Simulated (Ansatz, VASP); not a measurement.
# Si: VASP beside Ansatz

```
CELL_PARAMETERS angstrom
2.65645 0.00000 0.00000
-1.32822 2.30055 0.00000
0.00000 0.00000 2.40014
ATOMIC_POSITIONS crystal
Si 0.00000 0.00000 0.00000
```

Alike in both runs: task single point; functional PBE; k mesh 24 × 24 × 22; occupations gaussian, width 0.15 eV; no spin polarisation.

|  | VASP | Ansatz |
| --- | --- | --- |
| version | VASP 6.6.1 | Ansatz 0.2.0 |
| potentials or method | VASP PAW PBE potentials, release 64 (Si) | scalar-relativistic, plane waves, PAW |
| plane-wave cutoff (eV) | 520 | 420 |
| valence electrons in the cell | 4 | 4 |

```csv
,VASP,Ansatz,Ansatz less VASP
gap on the k mesh at the Fermi level (eV),none,none,-
pressure (GPa),3.9,4.0,+0.06
largest component of the traceless stress (GPa),6.44,6.47,+0.024
```

A gap of «none» marks a metal or a gap that the smearing closes.
